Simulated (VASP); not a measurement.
# Hf (P6_3/mmc) in VASP: relaxation of cell and atoms with PBE

Aim: the relaxation of cell and atoms of Hf with PBE.

Program: VASP 6.6.1. These are calculated values, not measurements. Logs are shortened: lines on timing, memory, paths and dates and some standing lists are left out, and cuts for length are marked.

**1. The structure**

Symmetry: P6_3/mmc, No. 194, hexagonal system. The conventional cell has a = 3.197 Å, b = 3.197 Å, c = 5.058 Å, α = 90.00°, β = 90.00°, γ = 120.00°. Hf (site symmetry -6m2) has 12 Hf at 3.13 to 3.20 Å as nearest neighbours.

**2. Relaxation of cell and atoms, PBE**

Contents of INCAR:

```
ALGO = Normal
EDIFF = 1E-6
EDIFFG = -0.005
ENCUT = 600
GGA = PE
IBRION = 2
ISIF = 3
ISMEAR = 1
LASPH = T
LCHARG = F
LREAL = F
LWAVE = F
NELM = 80
NSW = 40
PREC = Accurate
SIGMA = 0.1
```

Contents of KPOINTS:

```
k-points
0
Gamma
  16 16 9
```

Contents of POSCAR:

```
Hf
1.0
    3.1967000000      0.0000000000      0.0000000000
   -1.5983500000      2.7684234083      0.0000000000
    0.0000000000      0.0000000000      5.0578000000
Hf
2
Direct
    0.3333333333      0.6666666667      0.2500000000
    0.6666666667      0.3333333333      0.7500000000
```

Potentials or basis: VASP PAW PBE potentials, release 64 (Hf_pv).

Launch:

```console
$ cat potpaw_PBE.64/Hf_pv/POTCAR > POTCAR
$ mpirun -np 1 vasp_std > vasp.out
```

OUTCAR:

```text
EDIFF = 1E-6
   EDIFFG = -0.005
   ENCUT = 600
   GGA = PE
   IBRION = 2
   ISIF = 3
   ISMEAR = 1
   LASPH = T
   LREAL = F
   NELM = 80
   NSW = 40
   PREC = Accurate

 ion  position               nearest neighbor table
   1  0.333  0.667  0.250-   2 3.13   2 3.13   2 3.13   2 3.13   2 3.13   2 3.13
   2  0.667  0.333  0.750-   1 3.13   1 3.13   1 3.13   1 3.13   1 3.13   1 3.13

  LATTYP: Found a hexagonal cell.
 ALAT       =     3.1967000000
 C/A-ratio  =     1.5821941377

  Lattice vectors:

 A1 = (   3.1967000000,   0.0000000000,   0.0000000000)
 A2 = (  -1.5983500000,   2.7684234083,   0.0000000000)
 A3 = (   0.0000000000,   0.0000000000,   5.0578000000)

Analysis of symmetry for initial positions (statically):
=====================================================================
 Subroutine PRICEL returns:
 Original cell was already a primitive cell.

 Routine SETGRP: Setting up the symmetry group for a
 hexagonal supercell.

 Subroutine GETGRP returns: Found 24 space group operations
 (whereof 12 operations were pure point group operations)
 out of a pool of 24 trial point group operations.

The static configuration has the point symmetry D_3d.
 The point group associated with its full space group is D_6h.

Analysis of symmetry for dynamics (positions and initial velocities):
=====================================================================
 Subroutine PRICEL returns:
 Original cell was already a primitive cell.

 Routine SETGRP: Setting up the symmetry group for a
 hexagonal supercell.

 Subroutine GETGRP returns: Found 24 space group operations
 (whereof 12 operations were pure point group operations)
 out of a pool of 24 trial point group operations.

The dynamic configuration has the point symmetry D_3d.
 The point group associated with its full space group is D_6h.

 Subroutine INISYM returns: Found 24 space group operations
 (whereof 12 operations are pure point group operations),
 and found     1 'primitive' translations

----------------------------------------------------------------------------------------

                                     Primitive cell

  volume of cell :      44.7606

  direct lattice vectors                    reciprocal lattice vectors
     3.196700000  0.000000000  0.000000000     0.312822598  0.180608211  0.000000000
    -1.598350000  2.768423408  0.000000000     0.000000000  0.361216423  0.000000000
     0.000000000  0.000000000  5.057800000     0.000000000  0.000000000  0.197714421

  length of vectors
     3.196700000  3.196700000  5.057800000     0.361216423  0.361216423  0.197714421

  position of ions in fractional coordinates (direct lattice)
     0.333333333  0.666666667  0.250000000
     0.666666667  0.333333333  0.750000000

  ion indices of the primitive-cell ions
   primitive index   ion index
                 1           1
                 2           2

----------------------------------------------------------------------------------------

 KPOINTS: k-points

Automatic generation of k-mesh.
 Grid dimensions read from file:
 generate k-points for:   16   16    9

 Generating k-lattice:

  Cartesian coordinates                     Fractional coordinates (reciprocal lattice)
     0.019551412  0.011288013  0.000000000     0.062500000 -0.000000000  0.000000000
     0.000000000  0.022576026  0.000000000     0.000000000  0.062500000  0.000000000
     0.000000000  0.000000000  0.021968269     0.000000000  0.000000000  0.111111111

  Length of vectors
     0.022576026  0.022576026  0.021968269

  Shift w.r.t. Gamma in fractional coordinates (k-lattice)
     0.000000000  0.000000000  0.000000000

 Subroutine IBZKPT returns following result:
 ===========================================

 Found    150 irreducible k-points:

 Following reciprocal coordinates:
            Coordinates               Weight
  0.000000  0.000000  0.000000      1.000000
  0.062500 -0.000000  0.000000      6.000000
  0.125000 -0.000000  0.000000      6.000000
  0.187500  0.000000  0.000000      6.000000
  0.250000 -0.000000  0.000000      6.000000
  0.312500  0.000000  0.000000      6.000000
[... 16 lines left out ...]
  0.187500  0.187500  0.000000      6.000000
  0.250000  0.187500  0.000000     12.000000
 [... further k-points ...]
   k-points           NKPTS =    150   k-points in BZ     NKDIM =    150   number of bands    NBANDS=     14
   number of dos      NEDOS =    301   number of ions     NIONS =      2
   total plane-waves  NPLWV =  31360
   dimension x,y,z NGX =    28 NGY =   28 NGZ =   40
   dimension x,y,z NGXF=    56 NGYF=   56 NGZF=   80
   ions per type =               2
   NGX,Y,Z   is equivalent  to a cutoff of  14.56, 14.56, 13.15 a.u.
   NGXF,Y,Z  is equivalent  to a cutoff of  29.12, 29.12, 26.30 a.u.
 SYSTEM =  unknown system
   PREC   = accura    normal or accurate (medium, high low for compatibility)
   ISTART =      0    job   : 0-new  1-cont  2-samecut
   ICHARG =      2    charge: 1-file 2-atom 10-const
   ISPIN  =      1    spin polarized calculation?
   LNONCOLLINEAR =      F non collinear calculations
   LSORBIT =      F    spin-orbit coupling
   LASPH  =      T    aspherical Exc in radial PAW
   ENCUT  =  600.0 eV  44.10 Ry    6.64 a.u.   6.38  6.38 10.10*2*pi/ulx,y,z
   NELM   =     80;   NELMIN=  2; NELMDL= -5     # of ELM steps
   EDIFF  = 0.1E-05   stopping-criterion for ELM
   LREAL  =      F    real-space projection
   EDIFFG = -.5E-02   stopping-criterion for IOM
   NSW    =     40    number of steps for IOM
   IBRION =      2    ionic relax: 0-MD 1-quasi-New 2-CG
   NFREE  =      1    steps in history (QN), initial steepest desc. (CG)
   ISIF   =      3    stress and relaxation
   ISYM   =      2    0-nonsym 1-usesym 2-fastsym
   POTIM  = 0.5000    time-step for ionic-motion
   TEBEG  =    0.0;   TEEND  =   0.0 temperature during run
   PSTRESS=    0.0 pullay stress
   NELECT =      20.0000    total number of electrons
   NUPDOWN=      -1.0000    fix difference up-down
   EMIN   =  10.00;   EMAX   =-10.00  energy-range for DOS
   EFERMI =   0.00;   METHOD = LEGACY
   ISMEAR =     1;   SIGMA  =   0.10  broadening in eV -4-tet -1-fermi 0-gaus
   EFERMI_NEDOS =   21; number of points for ismear=-14 and -15
   IALGO  =     38    algorithm
   IMIX   =      4    mixing-type and parameters
     AMIX     =   0.40;   BMIX     =  1.00
     AMIX_MAG =   1.60;   BMIX_MAG =  1.00
  volume/ion in A,a.u.               =      22.38       151.03
  Fermi-wavevector in a.u.,A,eV,Ry     =   1.251563  2.365112 21.312311  1.566411
  Thomas-Fermi vector in A             =   2.385505
   LORBIT       =      0    0 simple, 1 ext, 2 COOP (PROOUT), +10 PAW based schemes
   GGA     = PE    functional components
   LHFCALC =     F    Hartree Fock is set to
   AEXX    =    0.0000 exact exchange contribution
   IVDW    =     0    specifies the selected vdW correction
   LEPSILON=     F    determine dielectric tensor
   LRPA    =     F    only Hartree local field effects (RPA)
 conjugate gradient relaxation of ions
 non-spin polarized calculation
 Methfessel and Paxton  Order N= 1 SIGMA  =   0.10
  energy-cutoff  :      600.00
  volume of cell :       44.76
 maximum number of plane-waves:      1518
 NGX is ok and might be reduce to    28
   NGX = 13   NGY = 13   NGZ = 21

--------------------------------------- Ionic step        1  -------------------------------------------

 number of electron      20.0000001 magnetization

 Free energy of the ion-electron system (eV)
  ---------------------------------------------------
  ext. energy  EPLUGINS =         0.00000000
  ---------------------------------------------------
  free energy    TOTEN  =       -19.85047293 eV

  energy without entropy =      -19.85051031  energy(sigma->0) =      -19.85048539

------------------------ aborting loop because EDIFF is reached ----------------------------------------

  FORCE on cell =-STRESS in cart. coord.  units (eV):
  Direction    XX          YY          ZZ          XY          YZ          ZX
  --------------------------------------------------------------------------------------
  -------------------------------------------------------------------------------------
  Total        0.0815380      0.0815380      0.0742774     -0.0000000      0.0000000     -0.0000000
  in kB        2.9185995      2.9185995      2.6587123     -0.0000000      0.0000000     -0.0000000
  external PRESSURE =       2.8319704 kB  Pullay stress =       0.0000000 kB
[... 57 lines left out ...]
  energy  without entropy=      -19.8504523020  energy(sigma->0) =      -19.85043870

--------------------------------------- Ionic step        3  -------------------------------------------

 number of electron      20.0000001 magnetization

 Free energy of the ion-electron system (eV)
  ---------------------------------------------------
  ext. energy  EPLUGINS =         0.00000000
  ---------------------------------------------------
  free energy    TOTEN  =       -19.85057569 eV

  energy without entropy =      -19.85060370  energy(sigma->0) =      -19.85058503

 E-fermi :   4.9155     XC(G=0): -11.2695

 val. band max:        4.9033027381   @ k =   0.1250   0.0625   0.1111
 cond. band min:       4.9174709185   @ k =   0.3750   0.2500   0.3333
 fundamental gap:      0.0141681805
 Fermi energy:         4.9154968138

 k-point     1 :       0.0000    0.0000    0.0000
  band No.  band energies     occupation
      1     -26.1799      2.00000
      2     -25.4432      2.00000
      3     -25.4432      2.00000
      4     -25.3218      2.00000
      5     -25.3167      2.00000
      6     -25.3167      2.00000
      7      -2.4732      2.00000
      8       1.1985      2.00000
      9       5.5289     -0.00000
     10       6.0778     -0.00000
     11       6.0778     -0.00000
     12       6.3544     -0.00000
     13       6.8959     -0.00000
     14       6.8959     -0.00000
[... 375 lines left out ...]
 k-point    24 :       0.2500    0.1875    0.0000
  band No.  band energies     occupation
      1     -25.8841      2.00000
      2     -25.8569      2.00000
      3     -25.8012      2.00000
      4     -25.6100      2.00000
      5     -25.4900      2.00000
      6     -25.4763      2.00000
      7       1.0082      2.00000
      8       3.0930      2.00000
      9       3.2561      2.00000
     10       3.6574      2.00000
     11       5.3219     -0.00000
     12       5.8434     -0.00000
     13       6.1449     -0.00000
     14       8.6567      0.00000

 [... further k-points ...]

------------------------ aborting loop because EDIFF is reached ----------------------------------------

  FORCE on cell =-STRESS in cart. coord.  units (eV):
  Direction    XX          YY          ZZ          XY          YZ          ZX
  --------------------------------------------------------------------------------------
  -------------------------------------------------------------------------------------
  Total       -0.0000506     -0.0000506     -0.0044838      0.0000000      0.0000000      0.0000000
  in kB       -0.0018049     -0.0018049     -0.1600762      0.0000000      0.0000000      0.0000000
  external PRESSURE =      -0.0545620 kB  Pullay stress =       0.0000000 kB
[... 17 lines left out ...]
  FREE ENERGIE OF THE ION-ELECTRON SYSTEM (eV)
  ---------------------------------------------------
  free  energy   TOTEN  =       -19.8505756948 eV

  energy  without entropy=      -19.8506036957  energy(sigma->0) =      -19.85058503

 reached required accuracy - stopping structural energy minimisation
```

It took 68 s on 1 thread of Intel Xeon 6975P-C (Granite Rapids), shared host; peak memory 0.26 GiB.

Results:

- Free energy: -19.8506 eV
- Relaxed volume: 22.44 Å³/atom
- Relaxed cell: a = 3.200 Å, b = 3.200 Å, c = 5.062 Å, α = 90.00°, β = 90.00°, γ = 120.00°
- Space group after relaxing (to 0.05 Å): P6_3/mmc (No. 194)
- Energy gained by relaxing: 0.1 meV/atom
- Ionic steps: 3
- Pressure after relaxing: 0.0 GPa
- Band gap on the k mesh: none (metal or under the smearing width)

The path:
| step | energy change (eV) | largest force (eV/Å) | pressure (GPa) | volume (Å³) |
| --- | --- | --- | --- | --- |
| 1 | 0.0000 | 0.0000 | 0.28 | 44.76 |
| 2 | 0.0000 | 0.0000 | -0.33 | 45.02 |
| 3 | -0.0001 | 0.0000 | -0.01 | 44.88 |

Final structure:
```
Hf
1.0
     3.19957    0.00000    0.00000
    -1.59978    2.77091    0.00000
     0.00000    0.00000    5.06193
Hf
2
Direct
  0.33333 0.66667 0.25000
  0.66667 0.33333 0.75000
```

Levels at points of the mesh, in eV from the Fermi level:
```tsv
k point	band 6	band 7	band 8	band 9	band 10	band 11	band 12	band 13	band 14
(0.00, 0.00, 0.00)	-30.23	-7.39	-3.72	0.61	1.16	1.16	1.44	1.98	1.98
(0.50, 0.00, 0.00)	-30.32	-3.36	-2.75	-2.24	-0.83	0.78	0.85	1.66	5.85
```
